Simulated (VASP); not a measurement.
Here is a VASP 6.6.1 calculation.

File INCAR:

```
ALGO = Normal
EDIFF = 1E-6
ENCUT = 520
ISIF = 2
ISMEAR = -1
LASPH = T
LCHARG = F
LMIXTAU = T
LREAL = F
LWAVE = F
METAGGA = RTPSS
NELM = 60
PREC = Accurate
SIGMA = 0.05
```

KPOINTS

```
k-points
0
Gamma
  7 7 7
```

The input POSCAR:

```
KCl
1.0
    0.0000000000      3.1464700000      3.1464700000
    3.1464700000      0.0000000000      3.1464700000
    3.1464700000      3.1464700000      0.0000000000
K Cl
1 1
Direct
    0.0000000000      0.0000000000      0.0000000000
    0.5000000000      0.5000000000      0.5000000000
```

KPOINTS_OPT

```
path GXWKGLUWLK,UX
10
line-mode
reciprocal
 0.0000000000  0.0000000000  0.0000000000  G
 0.5000000000  0.0000000000  0.5000000000  X

 0.5000000000  0.0000000000  0.5000000000  X
 0.5000000000  0.2500000000  0.7500000000  W

 0.5000000000  0.2500000000  0.7500000000  W
 0.3750000000  0.3750000000  0.7500000000  K

 0.3750000000  0.3750000000  0.7500000000  K
 0.0000000000  0.0000000000  0.0000000000  G

 0.0000000000  0.0000000000  0.0000000000  G
 0.5000000000  0.5000000000  0.5000000000  L

 0.5000000000  0.5000000000  0.5000000000  L
 0.6250000000  0.2500000000  0.6250000000  U

 0.6250000000  0.2500000000  0.6250000000  U
 0.5000000000  0.2500000000  0.7500000000  W

 0.5000000000  0.2500000000  0.7500000000  W
 0.5000000000  0.5000000000  0.5000000000  L

 0.5000000000  0.5000000000  0.5000000000  L
 0.3750000000  0.3750000000  0.7500000000  K

 0.6250000000  0.2500000000  0.6250000000  U
 0.5000000000  0.0000000000  0.5000000000  X
```

Potentials or basis: VASP PAW PBE potentials, release 64 (K_sv, Cl).

Run with:

```sh
$ cat potpaw_PBE.64/K_sv/POTCAR potpaw_PBE.64/Cl/POTCAR > POTCAR
$ mpirun -np 1 vasp_std > vasp.out
```

Q: Predict the band gap on the k mesh.

A: 5.59 eV, direct.

Q: Estimate the band gap along the path.

A: 5.59 eV, direct.

Q: What does it give for the pressure?

A: 0.7 GPa.

Levels at the corners of the path, in eV from the valence-band top:
| point | band 5 | band 6 | band 7 | band 8 | band 9 | band 10 | band 11 | band 12 |
| --- | --- | --- | --- | --- | --- | --- | --- | --- |
| Γ | -10.71 | 0.00 | 0.00 | 0.00 | 5.59 | 8.77 | 8.77 | 8.77 |
| X | -10.76 | -0.65 | -0.22 | -0.22 | 6.85 | 8.84 | 10.44 | 10.69 |
| X | -10.76 | -0.65 | -0.22 | -0.22 | 6.85 | 8.84 | 10.44 | 10.69 |
| W | -10.63 | -0.48 | -0.47 | -0.47 | 8.38 | 8.38 | 9.96 | 10.36 |
| W | -10.63 | -0.48 | -0.47 | -0.47 | 8.38 | 8.38 | 9.96 | 10.36 |
| K | -10.66 | -0.56 | -0.54 | -0.29 | 7.60 | 9.43 | 9.81 | 10.59 |
| K | -10.66 | -0.56 | -0.54 | -0.29 | 7.60 | 9.43 | 9.81 | 10.59 |
| Γ | -10.71 | 0.00 | 0.00 | 0.00 | 5.59 | 8.77 | 8.77 | 8.77 |
| Γ | -10.71 | 0.00 | 0.00 | 0.00 | 5.59 | 8.77 | 8.77 | 8.77 |
| L | -10.50 | -1.04 | -0.32 | -0.32 | 7.92 | 9.00 | 11.01 | 11.01 |
| L | -10.50 | -1.04 | -0.32 | -0.32 | 7.92 | 9.00 | 11.01 | 11.01 |
| U | -10.66 | -0.56 | -0.54 | -0.29 | 7.60 | 9.43 | 9.81 | 10.59 |
| U | -10.66 | -0.56 | -0.54 | -0.29 | 7.60 | 9.43 | 9.81 | 10.59 |
| W | -10.63 | -0.48 | -0.47 | -0.47 | 8.38 | 8.38 | 9.96 | 10.36 |
| W | -10.63 | -0.48 | -0.47 | -0.47 | 8.38 | 8.38 | 9.96 | 10.36 |
| L | -10.50 | -1.04 | -0.32 | -0.32 | 7.92 | 9.00 | 11.01 | 11.01 |
| L | -10.50 | -1.04 | -0.32 | -0.32 | 7.92 | 9.00 | 11.01 | 11.01 |
| K | -10.66 | -0.56 | -0.54 | -0.29 | 7.60 | 9.43 | 9.81 | 10.59 |
| U | -10.66 | -0.56 | -0.54 | -0.29 | 7.60 | 9.43 | 9.81 | 10.59 |
| X | -10.76 | -0.65 | -0.22 | -0.22 | 6.85 | 8.84 | 10.44 | 10.69 |

Caveat: the PAW data sets were made with another functional, which shifts forces and pressure a little.

**Measured values to compare with.**

A printed reference work, monograph reports, for a bulk crystal of KCl: band gap 8.68 eV.

A measured gap of KCl is 8.68 eV (a printed reference work, monograph); the calculated 5.59 eV misses it by -3.09 eV. The value is that of revTPSS, without temperature or zero-point motion.
